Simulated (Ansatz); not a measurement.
**SiC: electrons, doping and thermopower**

Plane-wave DFT in Ansatz, PBEsol, scalar-relativistic PAW potentials, cutoff 420 eV, no spin-orbit coupling; no spin polarisation. SiC in space group F-43m. Boltzmann transport at 300 K in rigid bands with one relaxation time, bands interpolated from the k mesh 12×12×12; values are means over x, y, z.

| electrons (cm⁻³) | size of S (μV/K) | σ/τ (Ω⁻¹ m⁻¹ s⁻¹) |
| --- | --- | --- |
| 10^18 | 442.4 | 9.53e+16 |
| 10^19 | ? | 9.5e+17 |
| 10^20 | 89.1 | 9.22e+18 |
| 10^21 | 21.5 | 7.86e+19 |

**Question.** Take the lowest doping as non-degenerate: get the effective density of states and the masses, and predict the missing S.

**Answer.** For parabolic bands and one τ, |S| = (k_B/e)(5/2 − η) with k_B/e = 86.17 μV/K and n = N e^η. The first row gives η = -2.63, N = 1.39×10¹⁹ cm⁻³ and, from N = 2.509×10¹⁹ cm⁻³ × m_d^(3/2), a density-of-states mass of 0.68 mₑ (all valleys and bands together). σ/τ = ne²/m_c gives a conductivity mass of 0.30 mₑ; m_d is 2.3 times m_c, the sign of several valleys, several bands or anisotropy. A decade of doping costs (k_B/e) ln 10 = 198.4 μV/K, which predicts 244 μV/K; the run gave 248.9. There η is about -0.3, where Fermi statistics begin to count, but their first corrections to η and to the mean carrier energy nearly cancel, so the rule still holds. At 10^21 cm⁻³ the rule would give -153 μV/K against 21.5: the gas is degenerate there. Scattering that depends on energy changes the 5/2, and whether such doping can be reached wasn't computed.

Cost: about 1.4 core-minutes for the runs cited, on AMD EPYC 7R43 (Zen 3) (shared hosts).

The thermopower falls at every step of doping because the Fermi level climbs towards and then into the conduction band, so each carrier transports less energy relative to it. The gap between the two masses fits the known band structure of cubic SiC, whose conduction minima lie at the X points: several equivalent, elongated valleys add up in the density of states, while the light transverse directions dominate conduction. This valley degeneracy sustains a sizeable thermopower without a heavy conductivity mass.

σ/τ grows slightly less than in proportion to the electron count, most clearly at 10^21 cm⁻³. Degeneracy alone wouldn't cause this in parabolic bands, so it suggests that the bands flatten away from their minima and the carriers there become heavier. Of the dopings listed, 10^20 cm⁻³ gives the largest S²σ/τ, a compromise between falling thermopower and rising conductivity. That ranking needn't carry over to the real power factor, since ionised dopants would probably shorten the relaxation time as their concentration rises.
